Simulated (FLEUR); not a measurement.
# Ag (Im-3m) in FLEUR: a series of runs

One crystal, Ag, is run at these levels: LDA; tasks: band structure, equation of state.

Everything below comes from runs of FLEUR MaX-R8.1 (later development tree). Logs are shortened: lines on timing, memory, paths and dates and some standing lists are left out, and cuts for length are marked.

## Step 1: Starting point

Symmetry: Im-3m, No. 229, cubic system. The conventional cell has a = 3.311 Å, b = 3.311 Å, c = 3.311 Å, α = 90.00°, β = 90.00°, γ = 90.00°. Ag (site symmetry m-3m) has 8 Ag at 2.87 Å as nearest neighbours.

This isn't the form of Ag at room conditions, which is fcc.

## Step 2: Band structure, LDA

inp.xml

```xml
<?xml version="1.0" encoding="UTF-8" standalone="no"?>
<fleurInput fleurInputVersion="0.39">
   <comment>
      Ag                                                                                                  
   </comment>
   <calculationSetup>
      <cutoffs Kmax="4.1" Gmax="12.7" GmaxXC="12.7" numbands="0"/>
      <scfLoop itmax="60" minDistance="0.00001" maxIterBroyd="15" imix="Anderson" alpha="0.05" precondParam="0.0" spinf="2.0" sdNocoIR="T"/>
      <coreElectrons ctail="T" frcor="F" kcrel="0" coretail_lmax="0"/>
      <xcFunctional name="vwn" relativisticCorrections="F"/>
      <magnetism jspins="1"/>
      <soc l_soc="F" theta="0.0" phi="0.0" spav="F"/>
      <expertModes spex="0" secvar="F"/>
      <geometryOptimization l_f="F" forcealpha="1.0" forcemix="BFGS" epsdisp="0.00001" epsforce="0.00001"/>
      <ldaU l_linMix="F" mixParam="0.05" spinf="1.0"/>
   </calculationSetup>
   <cell>
      <bzIntegration valenceElectrons="19.0" mode="hist" fermiSmearingEnergy="0.00183747">
         <kPointListSelection listName="default-1"/>
         <!-- k-points included here -->
         <xi:include xmlns:xi="http://www.w3.org/2001/XInclude" href="kpts.xml"> </xi:include>
      </bzIntegration>
      <!-- symmetry operations included here -->
      <xi:include xmlns:xi="http://www.w3.org/2001/XInclude" href="sym.xml"> </xi:include>
      <bulkLattice scale="1.0">
         <bravaisMatrix>
            <row-1>   -3.1287326170984882     3.1287326170984882     3.1287326170984882</row-1>
            <row-2>    3.1287326170984882    -3.1287326170984882     3.1287326170984882</row-2>
            <row-3>    3.1287326170984882     3.1287326170984882    -3.1287326170984882</row-3>
         </bravaisMatrix>
      </bulkLattice>
   </cell>
   <atomSpecies>
      <species name="Silver (Ag)" element="Ag" atomicNumber="47">
         <mtSphere radius="2.51" gridPoints="829" logIncrement="0.016"/>
         <atomicCutoffs lmax="10" lnonsphr="10"/>
         <electronConfig flipSpins="F">
            <coreConfig>(1s1/2) (2s1/2) (2p1/2) (2p3/2) (3s1/2) (3p1/2) (3p3/2) (3d3/2) (3d5/2)</coreConfig>
            <valenceConfig>(4s1/2) (4p1/2) (4p3/2) (5s1/2) (4d3/2) (4d5/2)</valenceConfig>
            <stateOccupation state="(5s1/2)" spinUp="0.500000" spinDown="0.500000"/>
         </electronConfig>
         <energyParameters s="5" p="5" d="4" f="4"/>
         <lo type="SCLO" l="0" n="4" eDeriv="0"/>
         <lo type="SCLO" l="1" n="4" eDeriv="0"/>
         <lo type="SCLO" l="1" n="4" eDeriv="1"/>
         <lo type="SCLO" l="2" n="4" eDeriv="2"/>
         <lo type="SCLO" l="3" n="4" eDeriv="2"/>
      </species>
   </atomSpecies>
   <atomGroups>
      <atomGroup species="Silver (Ag)">
         <relPos label="                   1">.0000000000 .0000000000 .0000000000</relPos>
         <force calculate="T" relaxXYZ="TTT"/>
      </atomGroup>
   </atomGroups>
   <output dos="F" band="F" slice="F">
      <checks vchk="F" cdinf="F"/>
      <bandDOS minEnergy="-.5*Htr" maxEnergy="0.5*Htr" sigma="0.015" storeEVData="T"/>
      <vacuumDOS vacdos="F" integ="F" star="F" nstars="0" locx1="0.0" locy1="0.0" locx2="0.0" locy2="0.0" nstm="0" tworkf="0.0"/>
      <unfoldingBand unfoldBand="F" supercellX="1" supercellY="1" supercellZ="1"/>
      <plotting iplot="0" polar="F">
         <plot TwoD="T" vec1="  1.0  0.0  0.0" vec2="  0.0  1.0  0.0" vec3="  0.0  0.0  1.0" zero="  0.0  0.0  0.0" file="plot"/>
      </plotting>
      <chargeDensitySlicing numkpt="0" minEigenval="0.0" maxEigenval="0.0" nnne="0" pallst="F"/>
      <specialOutput eonly="F"/>
      <moessbauerParams electricFieldGradient="T" isomerShift="T" coreHyperfine="T" valenceHyperfine="T"/>
      <magneticCircularDichroism mcd="F" energyLo="-10.0" energyUp="0.0"/>
   </output>
  <!-- We include the file relax.xml here to enable relaxations (see documentation) -->
  <xi:include xmlns:xi="http://www.w3.org/2001/XInclude" href="relax.xml"> <xi:fallback/> </xi:include>
</fleurInput>
```

crystal.txt

```
Ag
&input cartesian=F /
-1.6556540000  1.6556540000  1.6556540000
1.6556540000  -1.6556540000  1.6556540000
1.6556540000  1.6556540000  -1.6556540000
1.8897261246
1.0 1.0 1.0

1
47 0.0000000000  0.0000000000  0.0000000000

&kpt div1=11 div2=11 div3=11 gamma=T /
```

inp.xml (bands)

```
<?xml version="1.0" encoding="UTF-8" standalone="no"?>
<fleurInput fleurInputVersion="0.39">
   <comment>
      Ag                                                                                                  
   </comment>
   <calculationSetup>
      <cutoffs Kmax="4.1" Gmax="12.7" GmaxXC="12.7" numbands="0"/>
      <scfLoop itmax="60" minDistance="0.00001" maxIterBroyd="15" imix="Anderson" alpha="0.05" precondParam="0.0" spinf="2.0" sdNocoIR="T"/>
      <coreElectrons ctail="T" frcor="F" kcrel="0" coretail_lmax="0"/>
      <xcFunctional name="vwn" relativisticCorrections="F"/>
      <magnetism jspins="1"/>
      <soc l_soc="F" theta="0.0" phi="0.0" spav="F"/>
      <expertModes spex="0" secvar="F"/>
      <geometryOptimization l_f="F" forcealpha="1.0" forcemix="BFGS" epsdisp="0.00001" epsforce="0.00001"/>
      <ldaU l_linMix="F" mixParam="0.05" spinf="1.0"/>
   </calculationSetup>
   <cell>
      <bzIntegration valenceElectrons="19.0" mode="hist" fermiSmearingEnergy="0.00183747">
         <kPointListSelection listName="path-1"/>
         <!-- k-points included here -->
         <xi:include xmlns:xi="http://www.w3.org/2001/XInclude" href="kpts.xml"> </xi:include>
      </bzIntegration>
      <!-- symmetry operations included here -->
      <xi:include xmlns:xi="http://www.w3.org/2001/XInclude" href="sym.xml"> </xi:include>
      <bulkLattice scale="1.0">
         <bravaisMatrix>
            <row-1>   -3.1287326170984882     3.1287326170984882     3.1287326170984882</row-1>
            <row-2>    3.1287326170984882    -3.1287326170984882     3.1287326170984882</row-2>
            <row-3>    3.1287326170984882     3.1287326170984882    -3.1287326170984882</row-3>
         </bravaisMatrix>
      </bulkLattice>
   </cell>
   <atomSpecies>
      <species name="Silver (Ag)" element="Ag" atomicNumber="47">
         <mtSphere radius="2.51" gridPoints="829" logIncrement="0.016"/>
         <atomicCutoffs lmax="10" lnonsphr="10"/>
         <electronConfig flipSpins="F">
            <coreConfig>(1s1/2) (2s1/2) (2p1/2) (2p3/2) (3s1/2) (3p1/2) (3p3/2) (3d3/2) (3d5/2)</coreConfig>
            <valenceConfig>(4s1/2) (4p1/2) (4p3/2) (5s1/2) (4d3/2) (4d5/2)</valenceConfig>
            <stateOccupation state="(5s1/2)" spinUp="0.500000" spinDown="0.500000"/>
         </electronConfig>
         <energyParameters s="5" p="5" d="4" f="4"/>
         <lo type="SCLO" l="0" n="4" eDeriv="0"/>
         <lo type="SCLO" l="1" n="4" eDeriv="0"/>
         <lo type="SCLO" l="1" n="4" eDeriv="1"/>
         <lo type="SCLO" l="2" n="4" eDeriv="2"/>
         <lo type="SCLO" l="3" n="4" eDeriv="2"/>
      </species>
   </atomSpecies>
   <atomGroups>
      <atomGroup species="Silver (Ag)">
         <relPos label="                   1">.0000000000 .0000000000 .0000000000</relPos>
         <force calculate="T" relaxXYZ="TTT"/>
      </atomGroup>
   </atomGroups>
   <output dos="F" band="T" slice="F">
      <checks vchk="F" cdinf="F"/>
      <bandDOS minEnergy="-.5*Htr" maxEnergy="0.5*Htr" sigma="0.015" storeEVData="T"/>
      <vacuumDOS vacdos="F" integ="F" star="F" nstars="0" locx1="0.0" locy1="0.0" locx2="0.0" locy2="0.0" nstm="0" tworkf="0.0"/>
      <unfoldingBand unfoldBand="F" supercellX="1" supercellY="1" supercellZ="1"/>
      <plotting iplot="0" polar="F">
         <plot TwoD="T" vec1="  1.0  0.0  0.0" vec2="  0.0  1.0  0.0" vec3="  0.0  0.0  1.0" zero="  0.0  0.0  0.0" file="plot"/>
      </plotting>
      <chargeDensitySlicing numkpt="0" minEigenval="0.0" maxEigenval="0.0" nnne="0" pallst="F"/>
      <specialOutput eonly="F"/>
      <moessbauerParams electricFieldGradient="T" isomerShift="T" coreHyperfine="T" valenceHyperfine="T"/>
      <magneticCircularDichroism mcd="F" energyLo="-10.0" energyUp="0.0"/>
   </output>
  <!-- We include the file relax.xml here to enable relaxations (see documentation) -->
  <xi:include xmlns:xi="http://www.w3.org/2001/XInclude" href="relax.xml"> <xi:fallback/> </xi:include>
</fleurInput>
```

Potentials or basis: all-electron, FLAPW.

The run is started by

```
> inpgen -f crystal.txt -profile fastHighL
> # inp.xml edited to the form shown
> fleur_MPI
> fleur_MPI   # second run, on inp.xml (bands)
```

Standard output:

```text
Welcome to FLEUR        (www.flapw.de)
      MaX-Release 8.1          (www.max-centre.eu)

 ========== k-point set info ==========
 Selected k-point list: default-1
 k-point list type: mesh
 11 x 11 x 11
 Number of k points: 56

 ------------Calculation Setup---------------------------
 Number of MPI-tasks      :            1
 Number of PE/node        :            1
 Number of OMP-threads    :            1
 Most efficient MPI parallelization for:
           1           2           4           7           8          14          28          56
 Additional eigenvalue parallelization possible
 Number of basis functions:          185
 Approximate size of matrices (H+S) per k-point:         0.001 GB
 --------------------------------------------------------
 Iteration:     1   Distance:      11.66291237 me/bohr^3
 Iteration:     2   Distance:       9.87516101 me/bohr^3
 Iteration:     3   Distance:       3.59913858 me/bohr^3
 Iteration:     4   Distance:       4.13335870 me/bohr^3
 Iteration:     5   Distance:       1.64006575 me/bohr^3
 Iteration:     6   Distance:       0.16389563 me/bohr^3
 Iteration:     7   Distance:       0.17504676 me/bohr^3
 Iteration:     8   Distance:       0.00367426 me/bohr^3
 Iteration:     9   Distance:       0.00304463 me/bohr^3
 Iteration:    10   Distance:       0.00032558 me/bohr^3
 Iteration:    11   Distance:       0.00003739 me/bohr^3
 Iteration:    12   Distance:       0.00000594 me/bohr^3

 ********************************************************************
 Run finished successfully
 Stop message:
   all done
 ********************************************************************
```

output (bands):

```text
Welcome to FLEUR        (www.flapw.de)
      MaX-Release 8.1          (www.max-centre.eu)

 ========== k-point set info ==========
 Selected k-point list: path-1
 k-point list type: path
 Number of k points: 60

 ------------Calculation Setup---------------------------
 Number of MPI-tasks      :            1
 Number of PE/node        :            1
 Number of OMP-threads    :            1
 Most efficient MPI parallelization for:
           1           2           3           4           5           6          10          12          15          20          30          60
 Additional eigenvalue parallelization possible
 Number of basis functions:          187
 Approximate size of matrices (H+S) per k-point:         0.001 GB
 --------------------------------------------------------
 Fermi energy correction for metals:
 Fermi energy in bands.* files may not be consistent with last density.
 Please correct it manually (e.g. in band.gnu file).

 Note: Band structure data (together with different weights) is also stored in the banddos.hdf file.
       A convenient way of extracting and plotting the data from that file is by making use of the

 ********************************************************************
 Run finished successfully
 Stop message:
   Charge density postprocessing done.
 ********************************************************************
```

out.xml (last iteration):

```text
<iteration numberForCurrentRun="   12" overallNumber="   12">
         <energyParameters units="Htr">
            <atomicEP atomType="1" spin="1" branch="5s" branchLowest="-3.07" branchHighest="1.48" value="0.1924252562"/>
            <atomicEP atomType="1" spin="1" branch="5p" branchLowest="-1.72" branchHighest="2.14" value="0.3416032779"/>
            <atomicEP atomType="1" spin="1" branch="4d" branchLowest="-12.77" branchHighest="0.27" value="0.1415212762"/>
            <atomicEP atomType="1" spin="1" branch="4f" branchLowest="-9.99" branchHighest="2.26" value="0.6490816667"/>
            <loAtomicEP atomType="1" spin="1" branch="4s" branchLowest="-24.66" branchHighest="-3.07" value="-3.0770430144"/>
            <loAtomicEP atomType="1" spin="1" branch="4p" branchLowest="-20.05" branchHighest="-1.72" value="-1.7425713950"/>
            <loAtomicEP atomType="1" spin="1" branch="4p" branchLowest="-20.05" branchHighest="-1.72" value="-1.7425713950"/>
            <loAtomicEP atomType="1" spin="1" branch="4d" branchLowest="-12.77" branchHighest="0.27" value="0.1348080678"/>
            <loAtomicEP atomType="1" spin="1" branch="4f" branchLowest="-9.99" branchHighest="2.26" value="0.6490831310"/>
         </energyParameters>
         <eigenvalues>
            <eigenvaluesAt spin="1" ikpt="1" k_x="0.00000000" k_y="0.00000000" k_z="0.00000000">
                      -3.0775506266       -1.7351466837       -1.7351466837       -1.7351466837        0.0149795919
                       0.1165351434        0.1165351434        0.1165351434        0.1619143878        0.1619143878
                       0.9340405332        0.9340405332        0.9340405332        1.1274063714        1.1274063714
            </eigenvaluesAt>
            <eigenvaluesAt spin="1" ikpt="2" k_x="0.00000000" k_y="0.00000000" k_z="0.09090909">
                      -3.0775090357       -1.7355409225       -1.7352915074       -1.7351413833        0.0244626558
                       0.1143175720        0.1169389349        0.1217987553        0.1596083251        0.1620826112
                       0.9060036219        0.9289877123        0.9397632160        1.0566764775        1.0634582248
            </eigenvaluesAt>
            <eigenvaluesAt spin="1" ikpt="3" k_x="0.00000000" k_y="0.00000000" k_z="0.18181818">
                      -3.0773975547       -1.7365986567       -1.7356796663       -1.7351283848        0.0494581550
                       0.1084980413        0.1197327430        0.1365919679        0.1557425493        0.1626333950
                       0.8071397248        0.8918445834        0.9542669936        0.9867798117        1.0171368455
            </eigenvaluesAt>
            <eigenvaluesAt spin="1" ikpt="4" k_x="0.00000000" k_y="0.00000000" k_z="0.27272727">
[... 21 lines left out ...]
            <state n="3" l="1" j="0.5" energy="-20.8345318102" weight="1.0000000000"/>
            <state n="3" l="1" j="1.5" energy="-19.6989055685" weight="2.0000000000"/>
            <state n="3" l="2" j="1.5" energy="-12.9064070235" weight="2.0000000000"/>
            <state n="3" l="2" j="2.5" energy="-12.6774373892" weight="3.0000000000"/>
         </coreStates>
         <allElectronCharges>
            <spinDependentCharge spin="1" total="47.0000000" interstitial="1.2733199" mtSpheres="45.7266801"/>
            <totalCharge value="46.9999999990"/>
         </allElectronCharges>
         <moessbauerParams unitsHFF="kG" unitsIS="e/bohr^3" unitsEFG="Htr/bohr^2">
            <coreIsomerShift atomType="1" isTotal="146839.59357">
               <shell n="1" l="0" isomerShift="128929.96566"/>
               <shell n="2" l="0" isomerShift="14754.32219"/>
               <shell n="2" l="1" isomerShift="308.74579"/>
               <shell n="3" l="0" isomerShift="2784.05620"/>
               <shell n="3" l="1" isomerShift="62.50372"/>
               <shell n="3" l="2" isomerShift="0.00001"/>
            </coreIsomerShift>
            <isomerShift atomType="1" nucleusRadius="0.0001124" averageDensity="147393.48089"/>
            <electricFieldGradient atomType="1" VXX="0.00000" VYY="0.00000" VZZ="0.00000" asymParam="0.00000">
            </electricFieldGradient>
         </moessbauerParams>
         <totalEnergy                                    value="    -5312.4595611582" units="Htr">
            <sumOfEigenvalues                            value="    -3178.0112428998">
               <coreElectrons value="-3162.9356150920"/>
               <valenceElectrons value="-15.0756278079"/>
            </sumOfEigenvalues>
            <densityCoulombPotentialIntegral value="-8543.6744648341"/>
            <densityEffectivePotentialIntegral value="-8735.3448205006"/>
            <chargeDenXCDenIntegral value="-144.5613653544"/>
            <FockExchangeEnergyValence value="0.0000000000"/>
            <FockExchangeEnergyCore value="0.0000000000"/>
            <atomTypeDependentContributions atomType="1">
               <electronNucleiInteractionDifferentMTs value="6433.9446536558"/>
               <MadelungTerm value="-19.4498873317"/>
            </atomTypeDependentContributions>
            <tkbTimesEntropy value="0.0001268785"/>
            <freeEnergy value="-5312.4596880367"/>
            <extrapolationTo0K value="-5312.4596245975"/>
         </totalEnergy>
         <densityConvergence units="me/bohr^3">
            <chargeDensity spin="1" distance="0.0000059364"/>
         </densityConvergence>
      </iteration>
```

Run time: 24 s. Hardware: 1 thread of Intel Xeon at 2.50GHz (Skylake/Cascade Lake), shared host; peak memory 0.05 GiB.

Results:

- Free energy: -144559.3925 eV
- Band gap along the path: none (metal or under the smearing width)
- Valence electrons inside the program's atomic spheres: Ag 17.73 (radii Ag 2.51 bohr)

Levels at the corners of the path, in eV from the Fermi level:
| point | band 5 | band 6 | band 7 | band 8 | band 9 | band 10 | band 11 | band 12 | band 13 | band 14 |
| --- | --- | --- | --- | --- | --- | --- | --- | --- | --- | --- |
| Γ | -7.37 | -4.60 | -4.60 | -4.60 | -3.37 | -3.37 | 17.64 | 17.64 | 17.64 | 22.90 |
| H | -5.89 | -5.89 | -2.67 | -2.67 | -2.67 | 6.66 | 6.66 | 6.66 | 11.83 | 13.10 |
| N | -5.97 | -5.31 | -3.43 | -3.26 | -2.45 | 0.07 | 3.79 | 13.08 | 13.79 | 19.25 |
| Γ | -7.37 | -4.60 | -4.60 | -4.60 | -3.37 | -3.37 | 17.64 | 17.64 | 17.64 | 22.90 |
| P | -4.87 | -4.87 | -4.87 | -3.24 | -3.24 | 5.22 | 6.19 | 6.19 | 6.19 | 27.48 |
| H | -5.89 | -5.89 | -2.67 | -2.67 | -2.67 | 6.66 | 6.66 | 6.66 | 11.83 | 13.10 |
| P | -4.87 | -4.87 | -4.87 | -3.24 | -3.24 | 5.22 | 6.19 | 6.19 | 6.19 | 27.48 |
| N | -5.97 | -5.31 | -3.43 | -3.26 | -2.45 | 0.07 | 3.79 | 13.08 | 13.79 | 19.25 |

Core levels (eV from the Fermi level):
```
atom                                                                                                                             levels
1 Ag  1s1/2 -25281.0, 2s1/2 -3719.5, 2p1/2 -3458.4, 2p3/2 -3283.3, 3s1/2 -678.7, 3p1/2 -574.7, 3p3/2 -543.8, 3d3/2 -359.0, 3d5/2 -352.7
```

## Step 3: Equation of state, LDA, 17.06 Å³/atom (volume scaled by 0.94)

Edit inp.xml of step 2 so:

```diff
@@ -24,3 +24,3 @@
       <xi:include xmlns:xi="http://www.w3.org/2001/XInclude" href="sym.xml"> </xi:include>
-      <bulkLattice scale="1.0">
+      <bulkLattice scale="0.9795861087">
          <bravaisMatrix>
@@ -34,3 +34,3 @@
       <species name="Silver (Ag)" element="Ag" atomicNumber="47">
-         <mtSphere radius="2.51" gridPoints="829" logIncrement="0.016"/>
+         <mtSphere radius="2.46" gridPoints="829" logIncrement="0.016"/>
          <atomicCutoffs lmax="10" lnonsphr="10"/>
```

Potentials or basis: all-electron, FLAPW.

The run is started by

```
> inpgen -f crystal.txt -profile fastHighL
> # inp.xml edited to the form shown
> fleur_MPI
```

Wall time 21 s (1 thread of Intel Xeon at 2.50GHz (Skylake/Cascade Lake), shared host); peak memory 0.08 GiB.

It converged, with:

```
Free energy                                           : -144559.4533 eV
Band gap on the k mesh                                : none (metal or under the smearing width)
Valence electrons inside the program's atomic spheres : Ag 17.66 (radii Ag 2.46 bohr)
```

(Continued in part 2 of 2.)
